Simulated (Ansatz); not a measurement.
## NiO in Ansatz: the effect of functional

The system is NiO.

```xyz
2
Lattice="0.0000 2.0577 2.0577 2.0577 0.0000 2.0577 2.0577 2.0577 0.0000" Properties=species:S:1:pos:R:3 pbc="T T T"
Ni    0.0000    0.0000    0.0000
O     2.0577    2.0577    2.0577
```

The cell isn't the ideal one: volume scaled by 0.96.

Alike in all runs:

- Program: Ansatz 0.2.0
- Task: single point
- Potentials or basis: Ansatz PAW
- k mesh: 11 × 11 × 11
- Occupations: fermi-dirac, width 0.05 eV
- Spin: collinear spin, ferromagnetic start
- Starting moments: [1.0, 0.0] μB

Question: One run gave: gap on the mesh none; pressure -12.2 GPa; moment 0.30 μB. Which functional did it use?
A. PBE
B. r2SCAN
C. LDA

Answer: C.

```csv
functional,cutoff,gap on the mesh (eV),pressure (GPa),moment (μB)
LDA,420 eV (not typed: the program's choice for these potentials),none,-12.2,0.30
r2SCAN,500 eV (not typed: the program's choice for these potentials),0.67,12.8,2.00
PBE,420 eV (not typed: the program's choice for these potentials),none,13.6,1.57
```

Caveats: semilocal functionals often make such compounds metallic where correlation or magnetic order opens a gap, which also shifts bond lengths (some runs); the PAW data sets come from PBE, with cores solved anew for the run's functional, which leaves a small shift of forces and pressure (some runs); a cell with one magnetic atom can't hold antiferromagnetic order, which such compounds often take (some runs); the magnetic or orbital state may not be the lowest (some runs); odd divisions of the mesh miss points on the zone boundary, where band edges often lie, so the gap on the mesh can be too wide (some runs).

A k mesh can miss the band edges.

A gap of «none» marks a metal or a gap under the smearing width.
